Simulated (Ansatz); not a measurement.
# ZnS as a strained film

Method: DFT PBE, scalar-relativistic, plane waves, PAW (Ansatz). Settings: 420 eV cutoff, 8×8×6 k-mesh, Gaussian smearing of 0.02 eV, no spin polarisation.

Starting point, cell and atoms relaxed:

```
Zn S
1.0
     2.72115    2.72115    0.00000
    -2.72115    2.72115    0.00000
     0.00000    0.00000    5.44231
Zn S
2 2
Cartesian
  0.0000 0.0000 0.0000
  0.0000 2.7212 2.7212
  1.3606 1.3606 4.0817
  -1.3606 1.3606 1.3606
```

The a-b plane is strained alike in both directions, as on a substrate, while c and the atoms relax within the symmetry that the strain leaves. Stress is positive in compression; energies are free energies at the smearing used, per atom.

```tsv
strain (%)	c (Å)	σ in plane (GPa)	ΔE (meV/atom)
-3.0	5.6296	2.93	10.83
-2.0	5.5684	1.91	4.76
-1.0	5.5071	0.94	1.20
+0.0	5.4423	0.05	0.00
+1.0	5.3819	-0.84	1.04
+2.0	5.3177	-1.65	4.16
+3.0	5.2525	-2.41	9.26
```

Get the biaxial modulus twice, from the stresses and from the energies of the innermost pair.

From stress: M = −Δσ/Δε = (0.94 − (-0.84)) / 0.020 = 89 GPa. Two in-plane directions each store σε/2, so the energy density is Mε²: M = (mean ΔE)/(V ε²) = 1.12 meV / (20.149 Å³ × 0.010²) × 0.16022 GPa Å³/meV = 89 GPa. The two agree.

How well does Mε², with M from the stresses, predict the outermost points?

10.0 meV predicted against 10.8 computed at -3.0 %; 10.0 meV predicted against 9.3 computed at +3.0 %. Compression costs more than stretching, the usual sign of bonds that stiffen as they shorten.

How does c respond, and up to what thickness can a film with 1 % or 2 % misfit stay coherent on a thick substrate?

c answers with ε_c = −1.15 ε. In an isotropic solid that ratio is 2ν/(1 − ν), so ν = r/(2 + r) = 0.36. A film of thickness h stores Mε²h per area, 8.9 mJ/m² per nm at 1 %. The Matthews–Blakeslee balance for pure edge misfit dislocations, h = b/(8πf(1 + ν)) × (ln(h/b) + 1), with b taken as the in-plane vector a = 3.85 Å, solved by iteration, gives 3.6 nm at f = 1 % and 1.2 nm at 2 %. This is an isotropic estimate in which the moduli cancel; the real Burgers vector, glide system, anisotropy and slow kinetics can shift it by a factor of a few, mostly upward.